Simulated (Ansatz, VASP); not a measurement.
# ZnAu in VASP and in Ansatz

File INCAR:

```
SYSTEM = ZnAu
  ALGO = Normal
  EDIFF = 1E-6
  ENCUT = 520
  GGA = PS
  ISIF = 2
  ISMEAR = -1
  LASPH = .TRUE.
  LCHARG = .TRUE.
  LELF = .TRUE.
  LREAL = .FALSE.
  LVHAR = .TRUE.
  LWAVE = .FALSE.
  NBANDS = 18
  NELM = 100
  PREC = Accurate
  SIGMA = 0.05
```

The input KPOINTS:

```
k-points
0
G
  13 13 13
  0 0 0
```

POSCAR

```
ZnAu
1.0
    3.1500525100      0.0000000000      0.0000000000
    0.0000000000      3.1500525100      0.0000000000
    0.0000000000      0.0000000000      3.1500525100
Zn Au
1 1
Direct
    0.5000000000      0.5000000000      0.5000000000
    0.0000000000      0.0000000000      0.0000000000
```

Input for Ansatz:

```yaml
crystal:
  lattice:
    - [3.15005251, 0.0, 0.0]
    - [0.0, 3.15005251, 0.0]
    - [0.0, 0.0, 3.15005251]
  atoms:
    - { symbol: Zn, position: [0.5, 0.5, 0.5] }
    - { symbol: Au, position: [0.0, 0.0, 0.0] }
kpoints:
  mp_grid: { grid: [13, 13, 13] }
  band_path:
    path:
      - [0.0, 0.0, 0.0]
      - [0.0, 0.5, 0.0]
      - [0.5, 0.5, 0.0]
      - [0.0, 0.0, 0.0]
      - [0.5, 0.5, 0.5]
      - [0.0, 0.5, 0.0]
      - [0.5, 0.5, 0.5]
      - [0.5, 0.5, 0.0]
    npoints: 8
scf:
  occupations: { method: fermi_dirac, width: 0.05 }
hamiltonian:
  xc: pbesol
  pseudopotentials: { kind: all_electron, lapw: { basis_error: 0.001 } }
output:
  forces: true
  stress: true
  eigenvalues: true
  fatbands: true
  populations: true
  dos: { projected: true, de: 0.2, e_range: [-14, 8] }
```

The cell comes from a database or a generator and needn't be the stable form of this composition.

Alike in both runs: task single point; functional PBEsol; k mesh 13 × 13 × 13; occupations fermi-dirac, width 0.05 eV; no spin polarisation.

```csv
,VASP,Ansatz
version,VASP 6.6.1,Ansatz 0.2.0
potentials or method,"VASP PAW PBE potentials, release 64 (Zn, Au)","all-electron LAPW, scalar-relativistic"
plane-wave cutoff (eV),520,see its input
```

|  | VASP | Ansatz | Ansatz less VASP |
| --- | --- | --- | --- |
| pressure (GPa) | -2.7 | -2.8 | -0.11 |

Ansatz ran all-electron here, so the differences hold the error of VASP's frozen core and of both bases.

Caveats: the PAW data sets were made with another functional, which shifts forces and pressure a little (VASP). The runs have no spin-orbit coupling, so splittings on Au are missing.
